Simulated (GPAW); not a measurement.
Crystal: Te.

```
Te
1.0
     4.45400    0.00000    0.00000
    -2.22700    3.85728    0.00000
     0.00000    0.00000    5.92400
Te
3
Direct
  0.73100 0.73100 0.00000
  0.00000 0.26900 0.66667
  0.26900 0.00000 0.33333
```

```yaml
Program: GPAW 26.7.0
Task: relaxation of cell and atoms
Functional: BLYP
Dispersion: D4
Potentials_or_basis: PAW data sets generated in the run's folder for this functional
Cutoff: 600 eV
Basis: pw
k_mesh: 7 × 7 × 5
Occupations: fermi-dirac, width 0.05 eV
Spin: no spin polarisation
```

At the start: pressure 0.3 GPa; volume 33.93 Å³/atom.

How do energy, volume and symmetry change on relaxing?

Over 7 steps the energy falls by 4.2 meV/atom and the volume is 33.36 Å³/atom (-1.7 %); space group P3_121 (No. 152, to 0.05 Å).

Step by step:
| step | energy change (eV) | largest force (eV/Å) | pressure (GPa) | volume (Å³) |
| --- | --- | --- | --- | --- |
| 1 | 0.0000 | 0.1948 | 0.26 | 101.78 |
| 2 | -0.0017 | 0.1727 | 0.15 | 101.86 |
| 3 | -0.0078 | 0.0413 | -0.48 | 102.23 |
| 4 | -0.0085 | 0.0216 | -0.53 | 102.14 |
| 5 | -0.0106 | 0.0218 | -0.53 | 101.49 |
| 6 | -0.0120 | 0.0359 | -0.34 | 100.67 |
| 7 | -0.0126 | 0.0249 | -0.10 | 100.09 |

Final structure:
```cif
data_structure
_symmetry_space_group_name_H-M 'P 1'
_symmetry_Int_Tables_number 1
_cell_length_a 4.4142
_cell_length_b 4.4142
_cell_length_c 5.9314
_cell_angle_alpha 90.000
_cell_angle_beta 90.000
_cell_angle_gamma 120.000
_cell_volume 100.09
loop_
_atom_site_label
_atom_site_type_symbol
_atom_site_fract_x
_atom_site_fract_y
_atom_site_fract_z
_atom_site_occupancy
Te1 Te 0.71939 0.71939 0.00000 1
Te2 Te 0.00000 0.28061 0.66667 1
Te3 Te 0.28061 0.00000 0.33333 1
```

Caveat: later steps reuse the first step's grids.
